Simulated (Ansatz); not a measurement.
Input of an Ansatz 0.2.0 run:

The input input.yaml:

```yaml
crystal:
  lattice:
    - [0.0, 2.2535006075, 2.2535006075]
    - [2.2535006075, 0.0, 2.2535006075]
    - [2.2535006075, 2.2535006075, 0.0]
  atoms:
    - { symbol: Ga, position: [0.0, 0.0, 0.0] }
    - { symbol: "N", position: [0.25, 0.25, 0.25] }
hamiltonian:
  xc: rpbe
  pseudopotentials: { kind: paw }
kpoints:
  mp_grid: { grid: [10, 10, 10] }
  band_path:
    path:
      - [[0.0, 0.0, 0.0], [0.5, 0.0, 0.5], [0.5, 0.25, 0.75], [0.375, 0.375, 0.75], [0.0, 0.0, 0.0], [0.5, 0.5, 0.5], [0.625, 0.25, 0.625], [0.5, 0.25, 0.75], [0.5, 0.5, 0.5], [0.375, 0.375, 0.75]]
      - [[0.625, 0.25, 0.625], [0.5, 0.0, 0.5]]
    npoints: 14
scf:
  occupations: { method: fermi_dirac, width: 0.05 }
  n_extra_bands: 6
output:
  forces: true
  stress: true
  eigenvalues: true
  fatbands: false
  write_density: true
  write_potential: true
  elf: true
  volumetric_format: npy
```

Potentials or basis: Ansatz PAW.

Launch:

```bash
$ ansatz run input.yaml --threads 2 --pin off --max-ram 5632MiB --backend cpu --events-out ev --progress --plain --runs-dir out
```

**Question.** Predict the pressure.

**Answer.** 9.2 GPa.

**Question.** Estimate the band gap on the k mesh.

**Answer.** 1.75 eV, direct.

Levels at the corners of the path, in eV from the valence-band top:
```
point  band 6  band 7  band 8  band 9  band 10  band 11  band 12  band 13
    Γ  -13.16    0.00    0.00    0.00     1.75    10.38    10.38    10.38
    X  -11.51   -6.09   -2.69   -2.69     3.41     6.76    11.82    14.05
    W  -11.23   -5.66   -3.67   -3.61     6.28     8.47    10.33    11.23
    K  -11.35   -5.83   -4.23   -2.16     5.06     7.94    11.18    12.91
    Γ  -13.16    0.00    0.00    0.00     1.75    10.38    10.38    10.38
    L  -11.93   -7.00   -0.96   -0.96     4.71     8.80    10.43    10.43
    U  -11.35   -5.83   -4.23   -2.16     5.06     7.94    11.18    12.91
    W  -11.23   -5.66   -3.67   -3.61     6.28     8.47    10.33    11.23
    L  -11.93   -7.00   -0.96   -0.96     4.71     8.80    10.43    10.43
    K  -11.35   -5.83   -4.23   -2.16     5.06     7.94    11.18    12.91
    U  -11.35   -5.83   -4.23   -2.16     5.06     7.94    11.18    12.91
    X  -11.51   -6.09   -2.69   -2.69     3.41     6.76    11.82    14.05
```

Caveat: the pressure holds a Pulay correction of +0.5 GPa for the finite cutoff; the PAW data sets come from PBE, with cores solved anew for the run's functional, which leaves a small shift of forces and pressure.

**Measured values to compare with.**

From a printed reference work, textbook, for a bulk crystal of GaN at 0 K: band gap 3.299 eV (direct).

Against the measured gap of GaN, 3.299 eV (direct; 0 K; a printed reference work, textbook), the calculated 1.75 eV is off by -1.54 eV. Spin-orbit coupling on Ga is left out. The value is that of RPBE, without temperature or zero-point motion. Semilocal functionals fall short of measured gaps as a rule. The cell is a database's relaxed one, not the measured one, which moves gaps too.
